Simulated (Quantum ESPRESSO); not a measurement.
BeS:

```
CELL_PARAMETERS angstrom
0.00000 2.42500 2.42500
2.42500 0.00000 2.42500
2.42500 2.42500 0.00000
ATOMIC_POSITIONS crystal
S 0.75000 0.75000 0.75000
Be 0.00000 0.00000 0.00000
```

Base run:

| Property | Result |
| --- | --- |
| Program | Quantum ESPRESSO 7.5 |
| Functional | PBE |
| Potentials or basis | SSSP 1.3 efficiency PBE |
| Cutoff | 748 eV |
| Density cutoff | 5987 eV |
| k mesh | 9 × 9 × 9 |
| Occupations | fermi-dirac, width 0.05 eV |
| Spin | no spin polarisation |

Its results: band gap on the k mesh 3.21 eV, indirect (least direct gap 5.66 eV); pressure 1.6 GPa.

Task: The run is repeated on the same cell with these changes: functional from PBE to PBEsol; potentials or basis from SSSP 1.3 efficiency PBE to GBRV 1.5 PBEsol; cutoff from 748 eV to 612 eV; density cutoff from 5987 eV to 4898 eV. What comes out?

Result: Band gap on the k mesh 3.03 eV, indirect (least direct gap 5.59 eV); pressure -0.7 GPa.

Caveats: the mesh misses the band edges, which the band path finds closer together.
